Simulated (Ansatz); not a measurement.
# BP (F-43m) in Ansatz: settings compared

One crystal, BP, is run at these levels: HSE06, PBE; tasks: relaxation of cell and atoms, single point.

Program: Ansatz 0.2.0. These are calculated values, not measurements. Logs are shortened: lines on timing, memory, paths and dates and some standing lists are left out, and cuts for length are marked.

**1. Starting point**

Symmetry: F-43m, No. 216, cubic system. Conventional cell: a = 4.538 Å, b = 4.538 Å, c = 4.538 Å, α = 90.00°, β = 90.00°, γ = 90.00°. Around P (site symmetry -43m) lie 4 B at 1.97 Å. Around B (site symmetry -43m) lie 4 P at 1.97 Å.

**2. Relaxation of cell and atoms, HSE06**

Contents of input.yaml:

```yaml
crystal:
  lattice:
    - [0.0, 2.269, 2.269]
    - [2.269, 0.0, 2.269]
    - [2.269, 2.269, 0.0]
  atoms:
    - { symbol: P, position: [0.75, 0.75, 0.75] }
    - { symbol: B, position: [0.0, 0.0, 0.0] }
hamiltonian:
  xc: hse06
  pseudopotentials: { kind: paw }
kpoints:
  mp_grid: { grid: [5, 5, 5] }
scf:
  occupations: { method: fermi_dirac, width: 0.05 }
output:
  forces: true
  stress: true
relax:
  f_tol: 0.01
  max_steps: 40
  cell: { stress_tol: 0.05 }
```

Potentials or basis: Ansatz PAW.

Launch:

```bash
ansatz run input.yaml --threads 2 --pin off --max-ram 5632MiB --backend cpu --events-out ev --progress --plain --runs-dir out
```

Log:

```text
Warning: RAYON_NUM_THREADS=2 ignored (pool sized by the plan → 2); use --threads N
Engine: ansatz 0.2.0, x86_64-unknown-linux-gnu
Pseudopotentials: kind: paw
Pseudopotential: P, paw, valence charge 5, recommended cutoff 420 eV (normal), P.paw.azcp
Pseudopotential: B, paw, valence charge 3, recommended cutoff 420 eV (normal), B.paw.azcp
Functional definition: HSE06
  parameter a = 0.25
  parameter omega = 0.11/bohr
  exchange = pbe_x - a*pbe_x_sr(omega) + a*exact_x_sr(omega)
  correlation = pbe_c
Crystal: 2 atoms, lattice volume = 23.363 Å³
Basis set: ecut = 420 eV, 459 PW (Γ), exchange–correlation on 48×48×48 points (8 copies of the dense FFT grid, shifted against one another)
Bands: 8, of which v1, the nominal top of the filled ones, is band 4 counted from 1 (3 counted from 0)
Symmetry: 24 space group operations
Space group: F-43m (ITA 216), of the structure as read, at distance tolerance 2.9e-5 Å
k-points: 10 of 125 (time reversal used)
Non-local potential: P, projectors of the file, l = 0: 2, l = 1: 2, l = 2: 2
Non-local potential: B, projectors of the file, l = 0: 2, l = 1: 2, l = 2: 1
PAW form: soft (Blöchl's): semilocal exchange-correlation on the pseudo side does not see the compensation charge
PAW frozen core: P, regenerated for the run's functional, and the local potential with it (the file was generated under x = pbe(κ = 0.804, μ = 0.2195149727645171), c = pbe(β = 0.06672455060314922))
PAW frozen core: B, regenerated for the run's functional, and the local potential with it (the file was generated under x = pbe(κ = 0.804, μ = 0.2195149727645171), c = pbe(β = 0.06672455060314922))
PAW one-centre angular grid: P, 110 points (default); XC on 64 Gauss nodes
PAW one-centre angular grid: B, 110 points (default); XC on 64 Gauss nodes
Initial density: superposition of atomic densities (neutral atoms: chi_scale 0, normalization atom), corrected by the library's trained network
Initial wavefunctions: pseudopotential atomic-orbital guess
Functional: x = pbe(κ = 0.804, μ = 0.2195149727645171), c = pbe(β = 0.06672455060314922), warm-up for x = pbe(κ = 0.804, μ = 0.2195149727645171) + 0.25 (exact − pbe) at short range (hse, ω = 0.20786987370883472 Å⁻¹), c = pbe(β = 0.06672455060314922); HSE06 as pw.x's `hse` composes it (authors' and Libxc's form: `xc: wpbeh`)
SCF iter   1: F=—  HF=-912.389732 eV  |F-HF|=—  |Δ(HF+E_count)|=         —  Δρ=9.19e-4  dr2=6.05e-5  ethr=1.77e-3  ⟨swp⟩=2.0  Hψ=545  notcnv=0
preconditioner: auto → none  [insulator: Δε(μ)=1.234 eV  Ē_g=12.826 eV  σ=0.050 eV  W_gap=1.00  n_scr=0 (ndim 8)  ℏωp=21.7 eV  f_vac=0.000  D(μ)=0.00/eV (n_scr^D=0)]
SCF iter   2: F=-912.389865 eV  HF=-912.389829 eV  |F-HF|=3.64e-5  |Δ(HF+E_count)|=   9.69e-5  Δρ=4.54e-4  dr2=1.17e-5  ethr=7.57e-7  ⟨swp⟩=2.4  Hψ=134  notcnv=0  defer=1
SCF 1 stopped early in 2 iterations: F = -912.389865 eV  dr2 = 1.17e-5
Initial density: handed on by an earlier stage of this run
Initial wavefunctions: those handed on with the density
Functional: x = pbe(κ = 0.804, μ = 0.2195149727645171) + 0.25 (exact − pbe) at short range (hse, ω = 0.20786987370883472 Å⁻¹), c = pbe(β = 0.06672455060314922); HSE06 as pw.x's `hse` composes it (authors' and Libxc's form: `xc: wpbeh`)
Exchange kernel: α = 0.2500, screened, ω = 0.2079 Å⁻¹, Wigner–Seitz truncation, v(0) = 1027.2805 eV·Å³, q-mesh 5×5×5, nearest image of the exchange supercell L = 16.04 Å, pair-density grid 12×12×12, without the augmentation charges, whose exchange is taken in its separable form by FFT convolution over the k-point mesh (sized by the pseudopotential files, 18×18×18 at the most), smooth part of the exact exchange by density-matrix convolution
Frozen-core exchange: fock
SCF iter   1: F=—  HF=-913.081965 eV  |F-HF|=—  |Δ(HF+E_count)|=         —  Δρ=4.47e-3  dr2=2.57e-3  ethr=1.46e-6  ⟨swp⟩=7.3  Hψ=427  notcnv=0
preconditioner: auto → none  [insulator: Δε(μ)=1.933 eV  Ē_g=14.627 eV  σ=0.050 eV  W_gap=1.00  n_scr=0 (ndim 8)  ℏωp=21.7 eV  f_vac=0.000  D(μ)=0.00/eV (n_scr^D=0)]
[... 96 lines left out ...]
relax step   4: F+E_penalty+E_count = -913.08354934 eV  Δ(F+E_penalty+E_count) = +5.686e-5 eV  max|allowed force component| = 7.864e-17 eV/Å  Δτ_max = 0.0000 Å  P = -0.002 GPa  Ω = 23.195 Å³  stress off target by 1.66e-3 GPa  SCF on the basis re-selected at this cell (its energy is not comparable with the rows above)  (5 SCF iters)
basis re-selected at this cell: Δ(F+E_penalty+E_count) = +5.686e-5 eV, ΔP = -0.007 GPa vs the last step (what re-selecting the basis moved, of the pressure what is left beyond the Pulay correction that the steps carried, after the strain that the cell walked since its last selection, with what the two solves' SCF thresholds leave and, on support functions, any second-order correction that the steps lacked; it is no measure of the basis error at this ecutwfc). This SCF's stress stands 1.66e-3 GPa from its target on what of the cell is left free (relax.cell.stress_tol is 5.00e-2 GPa) and its largest allowed force component is 7.86e-17 eV/Å (relax.f_tol is 1.00e-2 eV/Å): within both
hybrid SCF converged: 2 outer / 5 inner (+0 warm-up), last move |dexx| = 1.85e-12 eV, tail = 9.68e-13 eV
Stability not checked: this state was not tested for a lower state beside it, because the functional holds exact exchange (a hybrid, or Hartree-Fock), whose exchange loop this test does not read (fock_operator; see scf.lower_state_search)
Free energy (F): -913.083549 eV
Frozen-core exchange: fock
Harris-Foulkes:  -913.083549 eV  (|F-HF|=0.00e0)
Internal energy: -913.083549 eV  (E = F + TS)
E sigma→0 (E₀):  -913.083549 eV
Fermi energy:    9.919760 eV
--- Per-component energies (eV) ---
  E_band       = 14.174552
  E_kinetic    = 122.052704
  E_local      = -66.588344  (includes V_loc(G=0)·N_el)
  E_nonlocal   = 44.275584
  E_hartree    = 16.996875
  E_xc         = -77.570057
  E_vxc        = -81.721293  (∫ρ·V_xc dr)
  E_exx        = -13.779229  (= α·E_x^exact, valence–valence)
  E_paw        = -652.203136  (= ΣΔE_a)
  E_vpaw       = -10.279391  (= ΣTr[D̂ρ^β])
  E_aug_tail   = 0.000001  (compensation charges beyond the density's cutoff)
  E_ewald      = -286.179738
  E_core_change = -0.088209  (= ΣΔE_core)
  E_smearing   = -0.000000  (= −TS)
  E_closure    = -0.000000  (closes the sum)
  Σ components = -913.083549   (vs F -913.083549, Δ=0.00e0)
--- Forces (eV/Å), atoms counted from 1 ---
  atom   1  P      0.00000000     0.00000000    -0.00000000
  atom   2  B     -0.00000000     0.00000000     0.00000000
  max |Σ_I F_I| component: 9.47e-17 eV/Å
--- Stress (GPa, compression-positive) ---
       -0.001655      -0.000000      -0.000000
        0.000000      -0.001655       0.000000
        0.000000       0.000000      -0.001655
  P = ⅓ Tr σ = -0.0017 GPa (-0.017 kbar)
--- Band table (eV; the first three rows and the last of 10) ---
  k-point 0: bands = ["-8.1998", "8.9516", "8.9516", "8.9516", "13.3123", "13.3123"]
  k-point 1: bands = ["-7.4113", "4.9618", "8.0318", "8.0318", "13.9880", "14.5256"]
  k-point 2: bands = ["-5.2740", "0.0437", "7.1296", "7.1296", "13.7926", "14.7692"]
  k-point 9: bands = ["-3.4653", "0.5902", "2.7382", "4.2418", "14.5290", "15.6357"]
  guard bands above this table: 2 of the run's 8 bands. The solve was not asked for them (output.publish_guard_bands: true or output.eigenvalues: true publishes all)
--- Relaxed structure (3 steps of the walk, 3 accepted, 1 SCFs on fresh bases) ---
  F+E_penalty+E_count = -913.08354934 eV   max|allowed force component| = 7.864e-17 eV/Å   (the final SCF, on the basis selected at the relaxed cell)
  cell:  # Å, volume = 23.1951 Å³
    - [1.11938954347675e-33, 2.263543388571858, 2.263543388571858]
    - [2.263543388571858, 1.9107645123358462e-33, 2.263543388571858]
    - [2.263543388571858, 2.263543388571858, 2.11298708989139e-33]
  atoms:
    - { symbol: P, position: [0.75, 0.75, 0.75] }
    - { symbol: B, position: [6.719676241985729e-34, -5.32269091799396e-34, -5.145857332678545e-34] }
```

It took 21 s on 2 threads of Intel Xeon at 2.70GHz, shared host; peak memory 0.56 GiB.

What came out:

| Property | Result |
| --- | --- |
| Free energy | -913.0835 eV |
| Relaxed volume | 11.60 Å³/atom |
| Relaxed cell | a = 3.201 Å, b = 3.201 Å, c = 3.201 Å, α = 60.00°, β = 60.00°, γ = 60.00° |
| Space group after relaxing (to 0.05 Å) | F-43m (No. 216) |
| Energy gained by relaxing | 0.4 meV/atom |
| Ionic steps | 4 |
| Pressure after relaxing | 0.0 GPa |
| Band gap on the k mesh | 1.97 eV, indirect (least direct gap 4.36 eV) |

The path:
```
step  energy change (eV)  largest force (eV/Å)  volume (Å³)
   1              0.0000                0.0000        23.36
   2             -0.0006                0.0000        23.27
   3             -0.0008                0.0000        23.20
   4             -0.0007                0.0000        23.20
```

Final structure:
```
P B
1.0
     0.00000    2.26354    2.26354
     2.26354    0.00000    2.26354
     2.26354    2.26354    0.00000
P B
1 1
Direct
  0.75000 0.75000 0.75000
  0.00000 0.00000 0.00000
```

Levels at points of the mesh, in eV from the valence-band top:
| k point | band 1 | band 2 | band 3 | band 4 | band 5 | band 6 |
| --- | --- | --- | --- | --- | --- | --- |
| (0.00, 0.00, 0.00) | -17.15 | 0.00 | 0.00 | 0.00 | 4.36 | 4.36 |

Caveat: the k mesh is coarse (spacing up to 0.48 Å⁻¹), so the values aren't converged, least of all with exact exchange; odd divisions of the mesh miss points on the zone boundary, where band edges often lie, so the gap on the mesh can be too wide; the plane-wave basis is chosen anew once the cell has moved, so the energies of steps on either side of that aren't comparable; the PAW data sets come from PBE, with cores solved anew for the run's functional, which leaves a small shift of forces and pressure. A k mesh can miss the band edges.

**3. Single point, PBE**

Contents of input.yaml:

```yaml
crystal:
  lattice:
    - [0.0, 2.269, 2.269]
    - [2.269, 0.0, 2.269]
    - [2.269, 2.269, 0.0]
  atoms:
    - { symbol: P, position: [0.75, 0.75, 0.75] }
    - { symbol: B, position: [0.0, 0.0, 0.0] }
hamiltonian:
  xc: pbe
  pseudopotentials: { kind: paw }
kpoints:
  mp_grid: { grid: [10, 10, 10] }
scf:
  occupations: { method: gaussian, width: 0.017 }
output:
  forces: true
  stress: true
  eigenvalues: true
```

Potentials or basis: Ansatz PAW.

Launch:

```bash
ansatz run input.yaml --threads 2 --pin off --max-ram 5632MiB --backend cpu --events-out ev --progress --plain --runs-dir out
```

It took 1.1 s on 2 threads of Intel Xeon at 2.70GHz, shared host; peak memory 0.3 GiB.

The run converged. Its results:

```
Free energy            : -912.4465 eV
Pressure               : 1.1 GPa
Band gap on the k mesh : 1.24 eV, indirect (least direct gap 3.40 eV)
```

Levels at points of the mesh, in eV from the valence-band top:
| k point | band 1 | band 2 | band 3 | band 4 | band 5 | band 6 | band 7 | band 8 |
| --- | --- | --- | --- | --- | --- | --- | --- | --- |
| (0.00, 0.00, 0.00) | -15.46 | 0.00 | 0.00 | 0.00 | 3.40 | 3.40 | 3.40 | 7.37 |
| (0.00, 0.00, -0.50) | -12.13 | -9.03 | -1.76 | -1.76 | 3.78 | 4.71 | 4.71 | 10.12 |
| (0.00, -0.50, -0.50) | -10.60 | -8.58 | -4.11 | -4.11 | 1.34 | 1.66 | 12.08 | 12.08 |

**4. Single point, PBE**

Changes to input.yaml since step 3:

```diff
@@ -14,3 +14,3 @@
 scf:
-  occupations: { method: gaussian, width: 0.017 }
+  occupations: { method: gaussian, width: 0.018 }
 output:
```

Launch:

```bash
ansatz run input.yaml --threads 2 --pin off --max-ram 5632MiB --backend cpu --events-out ev --progress --plain --runs-dir out
```

Run time: 0.84 s. Hardware: 2 threads of Intel Xeon at 2.70GHz, shared host; peak memory 0.3 GiB.

The run converged. Its results:

* Free energy: -912.4465 eV
* Pressure: 1.1 GPa
* Band gap on the k mesh: 1.24 eV, indirect (least direct gap 3.40 eV)

Levels at points of the mesh, in eV from the valence-band top:
```
             k point  band 1  band 2  band 3  band 4  band 5  band 6  band 7  band 8
  (0.00, 0.00, 0.00)  -15.46    0.00    0.00    0.00    3.40    3.40    3.40    7.37
 (0.00, 0.00, -0.50)  -12.13   -9.03   -1.76   -1.76    3.78    4.71    4.71   10.12
(0.00, -0.50, -0.50)  -10.60   -8.58   -4.11   -4.11    1.34    1.66   12.08   12.08
```

A k mesh can miss the band edges. A hybrid or GW would open this gap; PBE tends to underestimate it.

**5. The runs side by side**

| task | level | cell | k mesh | smearing | mesh quality | gap on the mesh (eV) | pressure (GPa) |
| --- | --- | --- | --- | --- | --- | --- | --- |
| relaxation of cell and atoms | HSE06 | relaxed | 5 × 5 × 5 | fermi-dirac 0.05 eV | coarse | 1.97 | 0.0 |
| single point | PBE | as given | 10 × 10 × 10 | gaussian 0.017 eV | not flagged | 1.24 | 1.1 |
| single point | PBE | as given | 10 × 10 × 10 | gaussian 0.018 eV | not flagged | 1.24 | 1.1 |

Alike in all rows: potentials or basis Ansatz PAW; no spin polarisation; cutoff (eV) 420.

Caveats: some runs use coarse meshes; odd divisions of the mesh miss points on the zone boundary, where band edges often lie, so the gap on the mesh can be too wide (some runs); the plane-wave basis is chosen anew once the cell has moved, so the energies of steps on either side of that aren't comparable (some runs); the PAW data sets come from PBE, with cores solved anew for the run's functional, which leaves a small shift of forces and pressure (some runs).

Absolute energies hang on the potentials; compare differences alone.
